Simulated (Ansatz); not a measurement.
In: reading a single point

```
CELL_PARAMETERS angstrom
-1.75015 1.75015 1.75015
1.75015 -1.75015 1.75015
1.75015 1.75015 -1.75015
ATOMIC_POSITIONS crystal
In 0.00000 0.00000 0.00000
```

Single point in Ansatz 0.2.0 with r2SCAN, no spin polarisation. Cutoff 500 eV, PAW datasets, 10×10×10 Γ-centred k mesh, tetrahedron filling.

Task: What does the stress say?

Result: The pressure is 15.9 GPa (compression positive), so with the atoms held at these fractions the cell would first expand.

Task: Describe some of the short contacts.

Result: In–In at 3.03 Å: least valence density 0.20 e/Å³ and ELF 0.33 there. These are pseudo-fields; inside the PAW spheres they differ from the all-electron ones.

Task: What happens at the Fermi level?

Result: It is a metal, with about 0.4 states/eV a cell as the mean within 0.25 eV of the Fermi level, mostly In p (67 %) and In s (30 %).

Origin: a known structure type with other elements, at an estimated volume, so it need not be a known compound. Caveats: empty levels are not fully converged; forces and stress under tetrahedra may miss the slope of the energy; atoms or cell far from equilibrium.
